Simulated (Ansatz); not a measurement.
What does Ansatz print for the nuclei with this input?

The cell is a Materials Project structure (computed, not necessarily an observed phase).

```yaml
crystal:
  lattice:
    - [3.0766210102, 0.0, 0.0]
    - [-1.5383105051, 2.6644319527, 0.0]
    - [0.0, 0.0, 15.09808432]
  atoms:
    - { symbol: Si, position: [0.3333333333, 0.6666666667, 0.83298615] }
    - { symbol: Si, position: [0.6666666667, 0.3333333333, 0.33298615] }
    - { symbol: Si, position: [0.6666666667, 0.3333333333, 0.6665006] }
    - { symbol: Si, position: [0.3333333333, 0.6666666667, 0.1665006] }
    - { symbol: Si, position: [0.0, 0.0, 0.49972942] }
    - { symbol: Si, position: [0.0, 0.0, 0.99972942] }
    - { symbol: C, position: [0.0, 0.0, 0.87436641] }
    - { symbol: C, position: [0.0, 0.0, 0.37436641] }
    - { symbol: C, position: [0.3333333333, 0.6666666667, 0.70799678] }
    - { symbol: C, position: [0.6666666667, 0.3333333333, 0.20799678] }
    - { symbol: C, position: [0.6666666667, 0.3333333333, 0.54152164] }
    - { symbol: C, position: [0.3333333333, 0.6666666667, 0.04152164] }
kpoints:
  mp_grid: { grid: [10, 10, 2] }
scf:
  occupations: { method: fermi_dirac, width: 0.02 }
hamiltonian:
  xc: r2scan
  pseudopotentials: { kind: paw }
output:
  forces: true
  stress: true
  populations: true
  efg: { contact_densities: true }
```

```sh
ansatz run input.yaml --threads 1 --pin off --max-ram 2560MiB --backend cpu --events-out ev --progress --plain --runs-dir out
```

Of the output, the block on the nuclei alone is shown; the set-up, the SCF iterations, energies, forces and stress are cut. One atom of each set with nearly equal values is shown.

```
--- PAW observables at the nuclei: V_zz in 10²¹ V/m², potentials from the cell's mean, atoms counted from 1 ---
  atom   1  Si V_zz =    +0.269350   η = 0.0000   by run symmetry: allowed
            electrostatic potential = -1361.631494 V   contact ρ = 12785.532510 e/Å³
  atom   3  Si V_zz =    +0.195970   η = 0.0000   by run symmetry: allowed
            electrostatic potential = -1361.625714 V   contact ρ = 12785.466278 e/Å³
  atom   5  Si V_zz =    -0.057236   η = 0.0000   by run symmetry: allowed
            electrostatic potential = -1361.572713 V   contact ρ = 12785.485818 e/Å³
  atom   7  C  V_zz =    +0.202951   η = 0.0000   by run symmetry: allowed
            electrostatic potential = -418.634990 V   contact ρ = 864.565141 e/Å³
  atom   9  C  V_zz =    +0.015626   η = 0.0000   by run symmetry: allowed
            electrostatic potential = -418.612941 V   contact ρ = 864.557231 e/Å³
  atom  11  C  V_zz =    +0.044189   η = 0.0000   by run symmetry: allowed
            electrostatic potential = -418.550995 V   contact ρ = 864.573933 e/Å³
```
